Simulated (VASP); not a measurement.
# Au in VASP: work function with PBEsol

Aim: the work function of Au with PBEsol.

All numbers are computed with VASP 6.6.1; they aren't measurements. Logs are shortened: lines on timing, memory, paths and dates and some standing lists are left out, and cuts for length are marked.

### 1 The structure

The cell holds a slab with vacuum, 8 atoms: a = 3.895 Å, b = 3.895 Å, c = 29.504 Å, α = 90.00°, β = 90.00°, γ = 90.00°.

The cell was built by a generator and needn't be a form met in nature.

### 2 Work function, PBEsol

Input file INCAR:

```
SYSTEM = Au
PREC = Accurate
ENCUT = 520
EDIFF = 1E-6
ISMEAR = 1
SIGMA = 0.1
LREAL = .False.
LASPH = .True.
NELM = 80
ALGO = Normal
ISIF = 2
LWAVE = .False.
LCHARG = .True.
LDIPOL = .True.
IDIPOL = 3
DIPOL = 0.5 0.5 0.500
GGA = PS
LVHAR = .True.
LVACPOTAV = .True.
KPAR = 2
```

Input file KPOINTS:

```
Automatic mesh
0
Gamma
  9 9 1
  0 0 0
```

Input file POSCAR:

```
Au                                      
1.0
    3.8947800000      0.0000000000      0.0000000000
    0.0000000000      3.8947800000      0.0000000000
    0.0000000000      0.0000000000     29.5037019500
  Au            
     8
Direct
     0.5000000000000000    0.5000000000000000    0.3896217905284707
     0.0000000000000000    0.0000000000000000    0.3896217905284707
     0.0000000000000000    0.5000000000000000    0.4630542291012453
     0.5000000000000000    0.0000000000000000    0.4630542291012453
     0.5000000000000000    0.5000000000000000    0.5369457708987547
     0.0000000000000000    0.0000000000000000    0.5369457708987547
     0.0000000000000000    0.5000000000000000    0.6103782094715293
     0.5000000000000000    0.0000000000000000    0.6103782094715293
```

Potentials or basis: VASP PAW PBE potentials, release 64 (Au).

Command:

```
$ cat potpaw_PBE.64/Au/POTCAR > POTCAR
$ mpirun -np 2 vasp_std > vasp.out
```

OUTCAR:

```text
SYSTEM = Au
   PREC = Accurate
   ENCUT = 520
   EDIFF = 1E-6
   ISMEAR = 1
   LREAL = .False.
   LASPH = .True.
   NELM = 80
   ISIF = 2
   GGA = PS

 ion  position               nearest neighbor table
   1  0.500  0.500  0.390-   2 2.75   2 2.75   2 2.75   2 2.75   4 2.91   4 2.91   3 2.91   3 2.91

   2  0.000  0.000  0.390-   1 2.75   1 2.75   1 2.75   1 2.75   3 2.91   4 2.91   4 2.91   3 2.91

   3  0.000  0.500  0.463-   4 2.75   4 2.75   4 2.75   4 2.75   2 2.91   1 2.91   1 2.91   2 2.91
                             5 2.92   6 2.92   5 2.92   6 2.92
   4  0.500  0.000  0.463-   3 2.75   3 2.75   3 2.75   3 2.75   2 2.91   2 2.91   1 2.91   1 2.91
                             5 2.92   6 2.92   6 2.92   5 2.92
   5  0.500  0.500  0.537-   6 2.75   6 2.75   6 2.75   6 2.75   8 2.91   8 2.91   7 2.91   7 2.91
                             3 2.92   4 2.92   4 2.92   3 2.92
   6  0.000  0.000  0.537-   5 2.75   5 2.75   5 2.75   5 2.75   7 2.91   8 2.91   8 2.91   7 2.91
                             4 2.92   3 2.92   4 2.92   3 2.92
   7  0.000  0.500  0.610-   8 2.75   8 2.75   8 2.75   8 2.75   6 2.91   5 2.91   5 2.91   6 2.91
[... 9 lines left out ...]
 A1 = (   3.8947800000,   0.0000000000,   0.0000000000)
 A2 = (   0.0000000000,   3.8947800000,   0.0000000000)
 A3 = (   0.0000000000,   0.0000000000,  29.5037019500)

Analysis of symmetry for initial positions (statically):
=====================================================================
 Subroutine PRICEL returns following result:

  LATTYP: Found a simple tetragonal cell.
 ALAT       =     2.7540253492
 C/A-ratio  =    10.7129376853

  Lattice vectors:

 A1 = (   1.9473900000,  -1.9473900000,   0.0000000000)
 A2 = (   1.9473900000,   1.9473900000,   0.0000000000)
 A3 = (   0.0000000000,   0.0000000000,  29.5037019500)

   2 primitive cells build up your supercell.

 Routine SETGRP: Setting up the symmetry group for a
 simple tetragonal supercell.

 Subroutine GETGRP returns: Found 16 space group operations
 (whereof  8 operations were pure point group operations)
 out of a pool of 16 trial point group operations.

The static configuration has the point symmetry C_4v.
 The point group associated with its full space group is D_4h.

Analysis of symmetry for dynamics (positions and initial velocities):
=====================================================================
 Subroutine PRICEL returns following result:
[... 122 lines left out ...]
   ISYM   =      2    0-nonsym 1-usesym 2-fastsym
   POTIM  = 0.5000    time-step for ionic-motion
   TEBEG  =    0.0;   TEEND  =   0.0 temperature during run
   PSTRESS=    0.0 pullay stress
   NELECT =      88.0000    total number of electrons
   NUPDOWN=      -1.0000    fix difference up-down
   EMIN   =  10.00;   EMAX   =-10.00  energy-range for DOS
   EFERMI =   0.00;   METHOD = LEGACY
   ISMEAR =     1;   SIGMA  =   0.10  broadening in eV -4-tet -1-fermi 0-gaus
   EFERMI_NEDOS =   21; number of points for ismear=-14 and -15
   IALGO  =     38    algorithm
   IMIX   =      4    mixing-type and parameters
     AMIX     =   0.40;   BMIX     =  1.00
     AMIX_MAG =   1.60;   BMIX_MAG =  1.00
  volume/ion in A,a.u.               =      55.94       377.53
  Fermi-wavevector in a.u.,A,eV,Ry     =   0.951966  1.798956 12.330143  0.906240
  Thomas-Fermi vector in A             =   2.080486
   LORBIT       =      0    0 simple, 1 ext, 2 COOP (PROOUT), +10 PAW based schemes
   GGA     = PS    functional components
   LHFCALC =     F    Hartree Fock is set to
   AEXX    =    0.0000 exact exchange contribution
   IVDW    =     0    specifies the selected vdW correction
   LEPSILON=     F    determine dielectric tensor
   LRPA    =     F    only Hartree local field effects (RPA)
 non-spin polarized calculation
 Methfessel and Paxton  Order N= 1 SIGMA  =   0.10
  energy-cutoff  :      520.00
  volume of cell :      447.55
 maximum number of plane-waves:     12084
 NGX is ok and might be reduce to    30
   NGX = 15   NGY = 15   NGZ =109

 number of electron      87.9999971 magnetization

 dipolmoment           0.000000      0.000000     -0.000000 electrons x Angstroem

 Free energy of the ion-electron system (eV)
  ---------------------------------------------------
  ext. energy  EPLUGINS =         0.00000000
  ---------------------------------------------------
  free energy    TOTEN  =       -29.14599600 eV

  energy without entropy =      -29.14496123  energy(sigma->0) =      -29.14565107

 E-fermi :  -0.9366     XC(G=0):  -4.4354

 val. band max:       -0.9825445905   @ k =   0.3333   0.2222   0.0000
 cond. band min:      -0.8920614941   @ k =   0.4444   0.3333   0.0000
 fundamental gap:      0.0904830964
 Fermi energy:        -0.9366065432

 k-point     1 :       0.0000    0.0000    0.0000
  band No.  band energies     occupation
      1     -10.5172      2.00000
      2      -9.1109      2.00000
      3      -8.0276      2.00000
      4      -7.8656      2.00000
      5      -7.8224      2.00000
      6      -7.8224      2.00000
[... 814 lines left out ...]
     51       2.1820      0.00000
     52       2.4149      0.00000

------------------------ aborting loop because EDIFF is reached ----------------------------------------

  FORCE on cell =-STRESS in cart. coord.  units (eV):
  Direction    XX          YY          ZZ          XY          YZ          ZX
  --------------------------------------------------------------------------------------
  -------------------------------------------------------------------------------------
  Total        1.4260208      1.4260208     -0.0120688      0.0000000      0.0000000      0.0000000
  in kB        5.1049802      5.1049802     -0.0432049      0.0000000      0.0000000      0.0000000
  external PRESSURE =       3.3889185 kB  Pullay stress =       0.0000000 kB

 VOLUME and BASIS-vectors are now :
 -----------------------------------------------------------------------------
  energy-cutoff  :      520.00
  volume of cell :      447.55
      direct lattice vectors                 reciprocal lattice vectors
     3.894780000  0.000000000  0.000000000     0.256753912  0.000000000  0.000000000
     0.000000000  3.894780000  0.000000000     0.000000000  0.256753912  0.000000000
     0.000000000  0.000000000 29.503701950     0.000000000  0.000000000  0.033894052

 POSITION                                       TOTAL-FORCE (eV/Angst)
 -----------------------------------------------------------------------------------
      1.94739      1.94739     11.49529        -0.000000     -0.000000     -0.005307
      0.00000      0.00000     11.49529        -0.000000     -0.000000     -0.005307
      0.00000      1.94739     13.66181        -0.000000     -0.000000     -0.006869
      1.94739      0.00000     13.66181         0.000000     -0.000000     -0.006869
      1.94739      1.94739     15.84189         0.000000     -0.000000      0.006869
      0.00000      0.00000     15.84189        -0.000000      0.000000      0.006869
      0.00000      1.94739     18.00842         0.000000      0.000000      0.005307
      1.94739      0.00000     18.00842         0.000000      0.000000      0.005307
 -----------------------------------------------------------------------------------
    total drift:                                0.000000     -0.000000     -0.000000

  FREE ENERGIE OF THE ION-ELECTRON SYSTEM (eV)
  ---------------------------------------------------
  free  energy   TOTEN  =       -29.1459959958 eV

  energy  without entropy=      -29.1449612310  energy(sigma->0) =      -29.14565107

 vacuum level on the upper side and lower side of the slab         4.405         4.405
```

It took 2.7 min on 2 MPI ranks of Intel Xeon 6975P-C (Granite Rapids), shared host; peak memory 0.58 GiB.

Results:

| Item | Value |
| --- | --- |
| Free energy | -29.1460 eV |
| Largest force | 0.007 eV/Å |
| Band gap on the k mesh | none (metal or under the smearing width) |
| Work function of the upper face | 5.34 eV |
| Work function of the lower face | 5.34 eV |

Forces on the atoms (eV/Å):
```
Au   0.000  0.000 -0.005
Au   0.000  0.000 -0.005
Au   0.000  0.000 -0.007
Au   0.000  0.000 -0.007
Au   0.000  0.000  0.007
Au   0.000  0.000  0.007
Au   0.000  0.000  0.005
Au   0.000  0.000  0.005
```

Caveat: the PAW data sets were made with another functional, which shifts forces and pressure a little. Spin-orbit coupling is left out, which matters for the levels of Au.
